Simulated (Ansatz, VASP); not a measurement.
# Two plane-wave programs on MgS

File INCAR:

```
ALGO = Normal ; EDIFF = 1E-6
ENCUT = 520 ; GGA = PE
ISIF = 2 ; ISMEAR = 0
LASPH = T ; LCHARG = F
LREAL = F ; LWAVE = F
NBANDS = 11 ; NELM = 60
PREC = Accurate ; SIGMA = 0.01
```

KPOINTS

```
k-points
0
Gamma
  6 6 6
```

Contents of POSCAR:

```
MgS
1.0
    0.0000000000      2.6150925739      2.6150925739
    2.6150925739      0.0000000000      2.6150925739
    2.6150925739      2.6150925739      0.0000000000
Mg S
1 1
Direct
    0.0000000000      0.0000000000      0.0000000000
    0.5000000000      0.5000000000      0.5000000000
```

Input for Ansatz:

```yaml
crystal:
  lattice:
    - [0.0, 2.6150925739, 2.6150925739]
    - [2.6150925739, 0.0, 2.6150925739]
    - [2.6150925739, 2.6150925739, 0.0]
  atoms:
    - { symbol: Mg, position: [0.0, 0.0, 0.0] }
    - { symbol: S, position: [0.5, 0.5, 0.5] }
basis:
  ecutwfc: 420
kpoints:
  mp_grid: { grid: [6, 6, 6] }
  band_path:
    path:
      - [0.0, 0.0, 0.0]
      - [0.0, 0.0, 0.0]
      - [0.5, 0.5, 0.0]
      - [0.5, 0.5, 0.5]
      - [0.5, 0.5, 0.5]
      - [0.0049944589, 0.0049944589, 0.0]
      - [-0.0049944589, -0.0049944589, 0.0]
      - [0.0057671044, 0.0057671044, 0.0057671044]
      - [-0.0057671044, -0.0057671044, -0.0057671044]
      - [0.0049944589, 0.0049944589, 0.0]
      - [-0.0049944589, -0.0049944589, 0.0]
      - [0.5049944589, 0.5049944589, 0.0]
      - [0.4950055411, 0.4950055411, 0.0]
      - [0.5, 0.5049944589, 0.0049944589]
      - [0.5, 0.4950055411, -0.0049944589]
      - [0.5057671044, 0.5057671044, 0.5057671044]
      - [0.4942328956, 0.4942328956, 0.4942328956]
      - [0.4964683842, 0.5035316158, 0.5]
      - [0.5035316158, 0.4964683842, 0.5]
      - [0.5057671044, 0.5057671044, 0.5057671044]
      - [0.4942328956, 0.4942328956, 0.4942328956]
      - [0.4964683842, 0.5035316158, 0.5]
      - [0.5035316158, 0.4964683842, 0.5]
    npoints: 1
hamiltonian:
  xc: pbe
  pseudopotentials: { kind: paw, azcp: { folder: soft_1 } }
scf:
  occupations: { method: fixed }
  n_extra_bands: 5
output:
  forces: true
  stress: true
  eigenvalues: true
```

Alike in both runs: task single point; functional PBE; k mesh 6 × 6 × 6; no spin polarisation.

```csv
,VASP,Ansatz
version,VASP 6.6.1,Ansatz 0.2.0
potentials or method,"VASP PAW PBE potentials, release 64 (Mg, S)","scalar-relativistic, plane waves, PAW"
plane-wave cutoff (eV),520,420
occupations,"gaussian, width 0.01 eV",fixed
valence electrons in the cell,8,16
```

```tsv
	VASP	Ansatz	Ansatz less VASP
gap on the k mesh at the Fermi level (eV)	2.74	2.75	+0.014
least direct gap on the mesh (eV)	3.59	3.60	+0.012
pressure (GPa)	-0.3	0.0	+0.30
```

The two sets of potentials don't hold the same shells in valence.

A k mesh can miss the band edges.
